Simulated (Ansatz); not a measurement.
# Cu in Al(100), 2x2: scattering by a point defect, part 2 of 3

Wanted: the reflection from a plane of defects, Cu in Al(100), 2x2, and the resistivity it implies.

Ansatz 0.2.0; Ansatz plane-wave DFT, PBE, PAW files; ballistic transport by layer matching (Landauer), zero bias; PAW set soft_1 (the session's first sound run).

So far, resistivity per at.% scaled from this dense plane, with the factor 3/4 for isotropic scattering (µΩ cm): step 3 (resistance at ideal sites) 1.41.

## Step 4: Relaxing the neighbours

The neighbours of the defect are let go while the lead's layers stay on their sites, since a lead must repeat to 0.01 Å.

This step: Ansatz plane-wave DFT, PBE, PAW files; relaxation with the lead's layers held; PAW set soft_1 (Ansatz 0.2.0).

input.yaml reads:

```yaml
crystal:
  lattice:
    - [5.7246940741, 0.0, 0.0]
    - [0.0, 5.7246940741, 0.0]
    - [0.0, 0.0, 24.28782]
  atoms:
    - { symbol: Al, position: [0.0, 0.0, 0.0416666667] }
    - { symbol: Al, position: [0.0, 0.5, 0.0416666667] }
    - { symbol: Al, position: [0.5, 0.0, 0.0416666667] }
    - { symbol: Al, position: [0.5, 0.5, 0.0416666667] }
    - { symbol: Al, position: [0.25, 0.25, 0.125] }
    - { symbol: Al, position: [0.25, 0.75, 0.125] }
    - { symbol: Al, position: [0.75, 0.25, 0.125] }
    - { symbol: Al, position: [0.75, 0.75, 0.125] }
    - { symbol: Al, position: [0.0, 0.0, 0.2083333333] }
    - { symbol: Al, position: [0.0, 0.5, 0.2083333333] }
    - { symbol: Al, position: [0.5, 0.0, 0.2083333333] }
    - { symbol: Al, position: [0.5, 0.5, 0.2083333333] }
    - { symbol: Al, position: [0.25, 0.25, 0.2916666667] }
    - { symbol: Al, position: [0.25, 0.75, 0.2916666667] }
    - { symbol: Al, position: [0.75, 0.25, 0.2916666667] }
    - { symbol: Al, position: [0.75, 0.75, 0.2916666667] }
    - { symbol: Al, position: [0.0, 0.0, 0.375] }
    - { symbol: Al, position: [0.0, 0.5, 0.375] }
    - { symbol: Al, position: [0.5, 0.0, 0.375] }
    - { symbol: Al, position: [0.5, 0.5, 0.375] }
    - { symbol: Al, position: [0.25, 0.25, 0.4583333333] }
    - { symbol: Al, position: [0.25, 0.75, 0.4583333333] }
    - { symbol: Al, position: [0.75, 0.25, 0.4583333333] }
    - { symbol: Al, position: [0.75, 0.75, 0.4583333333] }
    - { symbol: Cu, position: [0.0, 0.0, 0.5416666667] }
    - { symbol: Al, position: [0.0, 0.5, 0.5416666667] }
    - { symbol: Al, position: [0.5, 0.0, 0.5416666667] }
    - { symbol: Al, position: [0.5, 0.5, 0.5416666667] }
    - { symbol: Al, position: [0.25, 0.25, 0.625] }
    - { symbol: Al, position: [0.25, 0.75, 0.625] }
    - { symbol: Al, position: [0.75, 0.25, 0.625] }
    - { symbol: Al, position: [0.75, 0.75, 0.625] }
    - { symbol: Al, position: [0.0, 0.0, 0.7083333333] }
    - { symbol: Al, position: [0.0, 0.5, 0.7083333333] }
    - { symbol: Al, position: [0.5, 0.0, 0.7083333333] }
    - { symbol: Al, position: [0.5, 0.5, 0.7083333333] }
    - { symbol: Al, position: [0.25, 0.25, 0.7916666667] }
    - { symbol: Al, position: [0.25, 0.75, 0.7916666667] }
    - { symbol: Al, position: [0.75, 0.25, 0.7916666667] }
    - { symbol: Al, position: [0.75, 0.75, 0.7916666667] }
    - { symbol: Al, position: [0.0, 0.0, 0.875] }
    - { symbol: Al, position: [0.0, 0.5, 0.875] }
    - { symbol: Al, position: [0.5, 0.0, 0.875] }
    - { symbol: Al, position: [0.5, 0.5, 0.875] }
    - { symbol: Al, position: [0.25, 0.25, 0.9583333333] }
    - { symbol: Al, position: [0.25, 0.75, 0.9583333333] }
    - { symbol: Al, position: [0.75, 0.25, 0.9583333333] }
    - { symbol: Al, position: [0.75, 0.75, 0.9583333333] }
kpoints:
  mp_grid: { grid: [4, 4, 1] }
hamiltonian:
  xc: pbe
  pseudopotentials: { kind: paw, azcp: { folder: soft_1 } }
scf:
  occupations: { method: fermi_dirac, width: 0.1 }
relax:
  f_tol: 0.03
  max_steps: 40
  constraints:
    - { sites: [0, 1, 2, 3, 4, 5, 6, 7, 8, 9, 10, 11, 36, 37, 38, 39, 40, 41, 42, 43, 44, 45, 46, 47] }
```

On the command line:

```
$ ansatz run input.yaml --threads 4 --pin off --max-ram 15360MiB --backend cpu --events-out ev --progress --plain --runs-dir out
```

Numbers of over 12 decimals in the logs are rounded to 6 here.

Output:

```text
Warning: crystal.symmetry: narrowed to the stabiliser of the relax constraints — unitary ops 16 → 8; lowered at sites 12, 13, 14, 15, 36, 37, 38, 39 (the operations that carried what is held of a site onto what its image site leaves free; the constrained walk keeps no symmetry that its constraints do not admit)
[...]
Crystal: 48 atoms, lattice volume = 795.963 Å³
Basis set: ecut = 420 eV, 15629 PW (Γ), exchange–correlation on 80×80×360 points (8 copies of the dense FFT grid, shifted against one another)
Bands: 128, of which v1, the nominal top of the filled ones, is band 80 counted from 1 (79 counted from 0)
Symmetry: 8 space group operations
k-points: 6 of 16
[...]
SCF iter   1: F=—  HF=-31942.596056 eV  |F-HF|=—  |Δ(HF+E_count)|=         —  Δρ=3.56e-1  dr2=2.75e3  ethr=3.10e-3  ⟨swp⟩=6.7  Hψ=3678  notcnv=0  defer=15
[...]
SCF iter  13: F=-31887.830226 eV  HF=-31887.830226 eV  |F-HF|=5.31e-7  |Δ(HF+E_count)|=   1.93e-5  Δρ=4.22e-6  dr2=5.59e-7  ethr=1.41e-8  ⟨swp⟩=5.7  Hψ=3041  notcnv=0
SCF 1 converged in 13 iterations: F = -31887.830226 eV  dr2 = 5.59e-7
[...]
relax step   1: F+E_penalty+E_count = -31887.83022582 eV  Δ(F+E_penalty+E_count) = +0.000e0 eV  max|allowed force component| = 1.226e-1 eV/Å  Δτ_max = 0.0000 Å  (13 SCF iters, dr2 threshold 2.25e-5 eV, accepted)
[...]
iter 1 solved again at ethr=2.40e-4 eV; its pass at ethr=3.10e-3 eV (dr2=3.83e-1 eV) is discarded
SCF iter   1: F=—  HF=-31887.885853 eV  |F-HF|=—  |Δ(HF+E_count)|=         —  Δρ=1.74e-3  dr2=4.47e-1  ethr=2.40e-4  ⟨swp⟩=1.0  Hψ=2495  notcnv=0  defer=78
eigensolver tolerance schedule calibrated: the retry pair's looser diagonalisation under-reported the residual by θ = 0.14 (0.13/decade); ethr = c·dr2/N_el runs at the constant in force after the calibration composes with the one it found (an armed cap, an earlier calibration), c = 6.1e-2
[...]
SCF iter   2: F=—  HF=-31887.870205 eV  |F-HF|=—  |Δ(HF+E_count)|=   1.56e-2  Δρ=9.88e-4  dr2=1.58e-1  ethr=1.71e-4  ⟨swp⟩=1.0  Hψ=689  notcnv=0  defer=78
[...]
SCF iter   6: F=-31887.862654 eV  HF=-31887.862654 eV  |F-HF|=5.33e-7  |Δ(HF+E_count)|=   1.08e-6  Δρ=5.58e-6  dr2=4.84e-7  ethr=3.58e-10  ⟨swp⟩=3.5  Hψ=2300  notcnv=0
SCF 2 converged in 6 iterations: F = -31887.862654 eV  dr2 = 4.84e-7
relax step   2: F+E_penalty+E_count = -31887.86265357 eV  Δ(F+E_penalty+E_count) = -3.243e-2 eV  max|allowed force component| = 2.352e-2 eV/Å  Δτ_max = 0.0640 Å  (6 SCF iters, dr2 threshold 9.39e-7 eV, accepted)
[...]
SCF iter   6: F=-31887.862654 eV  HF=-31887.862654 eV  |F-HF|=2.18e-11  |Δ(HF+E_count)|=  3.64e-11  Δρ=4.81e-8  dr2=2.95e-11  ethr=1.00e-12  ⟨swp⟩=1.0  Hψ=1485  notcnv=0
SCF 3 converged in 6 iterations: F = -31887.862654 eV  dr2 = 2.95e-11
relax step   3: F+E_penalty+E_count = -31887.86265400 eV  Δ(F+E_penalty+E_count) = -4.270e-7 eV  max|allowed force component| = 2.347e-2 eV/Å  Δτ_max = 0.0000 Å  (6 SCF iters, accepted)
NSCF: frozen V_eff on 6 k-points
the search or the solves at the SCF's close seem to have found levels that the self-consistency loop had missed (the run counts 3). By its estimate they hold under 1e-12 electrons; where the run keeps them, the occupations were computed again with them
SCF converged after 6 iterations
Free energy (F): -31887.862654 eV
[...]
Internal energy: -31887.072836 eV  (E = F + TS)
E sigma→0 (E₀):  -31887.467745 eV
Entropy (-TS):   -0.789818 eV (-16.455 meV/atom)
Fermi energy:    7.871248 eV
[...]
--- Forces (eV/Å), atoms counted from 1 ---
  atom   1  Al     0.00000000     0.00000000     0.01315935
  atom   2  Al    -0.00000000     0.00000000     0.01320603
  atom   3  Al     0.00000000     0.00000000     0.01320603
  atom   4  Al     0.00000000     0.00000000     0.01305864
  atom   5  Al    -0.03423479    -0.03423479     0.01106469
  atom   6  Al    -0.03423479     0.03423479     0.01106469
  atom   7  Al     0.03423479    -0.03423479     0.01106469
  atom   8  Al     0.03423479     0.03423479     0.01106469
  atom   9  Al     0.00000000     0.00000000     0.03447344
  atom  10  Al    -0.00000000     0.00000000     0.07735381
  atom  11  Al    -0.00000000     0.00000000     0.07735381
  atom  12  Al     0.00000000     0.00000000     0.08777586
  atom  13  Al     0.00872859     0.00872859    -0.01550964
  atom  14  Al     0.00872859    -0.00872859    -0.01550964
  atom  15  Al    -0.00872859     0.00872859    -0.01550964
  atom  16  Al    -0.00872859    -0.00872859    -0.01550964
  atom  17  Al     0.00000000     0.00000000    -0.02346572
  atom  18  Al    -0.00000000     0.00000000    -0.00008833
  atom  19  Al    -0.00000000     0.00000000    -0.00008833
  atom  20  Al     0.00000000     0.00000000     0.00966583
  atom  21  Al    -0.00145405    -0.00145405    -0.01744729
  atom  22  Al    -0.00145405     0.00145405    -0.01744729
  atom  23  Al     0.00145405    -0.00145405    -0.01744729
  atom  24  Al     0.00145405     0.00145405    -0.01744729
  atom  25  Cu     0.00000000     0.00000000     0.00275305
  atom  26  Al     0.00000000     0.00000000     0.00740962
  atom  27  Al    -0.00000000     0.00000000     0.00740962
  atom  28  Al    -0.00000000     0.00000000     0.00817358
  atom  29  Al     0.00008652     0.00008652     0.01199476
  atom  30  Al     0.00008652    -0.00008652     0.01199476
  atom  31  Al    -0.00008652     0.00008652     0.01199476
  atom  32  Al    -0.00008652    -0.00008652     0.01199476
  atom  33  Al    -0.00000000     0.00000000     0.02025881
  atom  34  Al    -0.00000000     0.00000000    -0.00254586
  atom  35  Al     0.00000000     0.00000000    -0.00254586
  atom  36  Al    -0.00000000     0.00000000    -0.01193354
  atom  37  Al     0.00911126     0.00911126    -0.07066340
  atom  38  Al     0.00911126    -0.00911126    -0.07066340
  atom  39  Al    -0.00911126     0.00911126    -0.07066340
  atom  40  Al    -0.00911126    -0.00911126    -0.07066340
  atom  41  Al     0.00000000     0.00000000     0.04507567
  atom  42  Al    -0.00000000     0.00000000     0.00163033
  atom  43  Al     0.00000000     0.00000000     0.00163033
  atom  44  Al    -0.00000000     0.00000000    -0.01088049
  atom  45  Al    -0.03425456    -0.03425456    -0.01495047
  atom  46  Al    -0.03425456     0.03425456    -0.01495047
  atom  47  Al     0.03425456    -0.03425456    -0.01495047
  atom  48  Al     0.03425456     0.03425456    -0.01495047
  max |Σ_I F_I| component: 2.78e-7 eV/Å
--- Band table (eV; the first three rows and the last of 6) ---
  k-point 0: bands = [... 76 lower, 7.1915, 7.1915, 7.2507, 7.2968, 7.3353, 7.3375, 7.3481, 7.3481, ... 44 higher]
  k-point 1: bands = [... 76 lower, 7.5521, 7.5938, 7.6452, 7.6558, 7.6623, 7.6961, 7.7866, 8.2571, ... 44 higher]
  k-point 2: bands = [... 76 lower, 7.6308, 7.6847, 7.6969, 7.7282, 7.8529, 8.3033, 8.3415, 8.3446, ... 44 higher]
  k-point 5: bands = [... 76 lower, 8.2146, 8.2806, 8.2806, 8.3051, 8.3442, 8.8103, 8.8155, 8.8155, ... 44 higher]
--- Relaxed structure (3 steps of the walk, 3 accepted, 0 SCFs on fresh bases) ---
  F+E_penalty+E_count = -31887.86265400 eV   max|allowed force component| = 2.347e-2 eV/Å
  atoms:
    - { symbol: Al, position: [0.0, 0.0, 0.041667] }
    - { symbol: Al, position: [0.0, 0.500000, 0.041667] }
    - { symbol: Al, position: [0.500000, 0.0, 0.041667] }
    - { symbol: Al, position: [0.500000, 0.500000, 0.041667] }
    - { symbol: Al, position: [0.250000, 0.250000, 0.125000] }
    - { symbol: Al, position: [0.250000, 0.750000, 0.125000] }
    - { symbol: Al, position: [0.750000, 0.250000, 0.125000] }
    - { symbol: Al, position: [0.750000, 0.750000, 0.125000] }
    - { symbol: Al, position: [0.0, 0.0, 0.208333] }
    - { symbol: Al, position: [0.0, 0.500000, 0.208333] }
    - { symbol: Al, position: [0.500000, 0.0, 0.208333] }
    - { symbol: Al, position: [0.500000, 0.500000, 0.208333] }
    - { symbol: Al, position: [0.250020, 0.250020, 0.293133] }
    - { symbol: Al, position: [0.250020, 0.749980, 0.293133] }
    - { symbol: Al, position: [0.749980, 0.250020, 0.293133] }
    - { symbol: Al, position: [0.749980, 0.749980, 0.293133] }
    - { symbol: Al, position: [0, 0.0, 0.376380] }
    - { symbol: Al, position: [0, 0.500000, 0.377042] }
    - { symbol: Al, position: [0.500000, 0.0, 0.377042] }
    - { symbol: Al, position: [0.500000, 0.500000, 0.377316] }
    - { symbol: Al, position: [0.247492, 0.247492, 0.460830] }
    - { symbol: Al, position: [0.247492, 0.752508, 0.460830] }
    - { symbol: Al, position: [0.752508, 0.247492, 0.460830] }
    - { symbol: Al, position: [0.752508, 0.752508, 0.460830] }
    - { symbol: Cu, position: [0, 0.0, 0.542259] }
    - { symbol: Al, position: [0, 0.500000, 0.542259] }
    - { symbol: Al, position: [0.500000, 0.0, 0.542259] }
    - { symbol: Al, position: [0.500000, 0.500000, 0.542259] }
    - { symbol: Al, position: [0.247493, 0.247493, 0.623717] }
    - { symbol: Al, position: [0.247493, 0.752507, 0.623717] }
    - { symbol: Al, position: [0.752507, 0.247493, 0.623717] }
    - { symbol: Al, position: [0.752507, 0.752507, 0.623717] }
    - { symbol: Al, position: [0, 0.0, 0.708258] }
    - { symbol: Al, position: [0, 0.500000, 0.707598] }
    - { symbol: Al, position: [0.500000, 0.0, 0.707598] }
    - { symbol: Al, position: [0.500000, 0.500000, 0.707327] }
    - { symbol: Al, position: [0.250000, 0.250000, 0.791667] }
    - { symbol: Al, position: [0.250000, 0.750000, 0.791667] }
    - { symbol: Al, position: [0.750000, 0.250000, 0.791667] }
    - { symbol: Al, position: [0.750000, 0.750000, 0.791667] }
    - { symbol: Al, position: [0.0, 0.0, 0.875000] }
    - { symbol: Al, position: [0.0, 0.500000, 0.875000] }
    - { symbol: Al, position: [0.500000, 0.0, 0.875000] }
    - { symbol: Al, position: [0.500000, 0.500000, 0.875000] }
    - { symbol: Al, position: [0.250000, 0.250000, 0.958333] }
    - { symbol: Al, position: [0.250000, 0.750000, 0.958333] }
    - { symbol: Al, position: [0.750000, 0.250000, 0.958333] }
    - { symbol: Al, position: [0.750000, 0.750000, 0.958333] }
```

The job ended after 45 s (4 threads of Intel Xeon Platinum 8488C (Sapphire Rapids), shared host; peak memory 2.2 GiB).

Step by step:

```csv
step,energy less that of the first step (eV),largest force component (eV/Å)
1,0.0000,0.1226
2,-0.0324,0.0235
3,-0.0324,0.0235
```

The atoms that moved most (Å):

```csv
atom,dx,dy,dz,length
Al21,-0.014,-0.014,0.061,0.064
Al22,-0.014,0.014,0.061,0.064
Al23,0.014,-0.014,0.061,0.064
Al24,0.014,0.014,0.061,0.064
Al20,0.000,0.000,0.056,0.056
Al18,0.000,0.000,0.050,0.050
Al19,0.000,0.000,0.050,0.050
Al30,-0.014,0.014,-0.031,0.037
```

Numbers from this step:

| Item | Value |
| --- | --- |
| free energy | -31887.8627 eV |
| energy at zero smearing | -31887.4677 eV |
| Fermi energy | 7.871 eV |

The largest force component on a free atom ends at 0.023 eV/Å, under the tolerance of 0.03, after 3 steps.

(Continued in part 3 of 3.)

[Logs are printed without paths, hosts, clocks, repeated set-up lines and the standing remarks that a program may print on its own settings, such as how far it seeks lower states.]

[Hosts, paths, dates, database ids (printed as entryN), source tags and the programs' standing remarks are cut or masked in the printed files.]
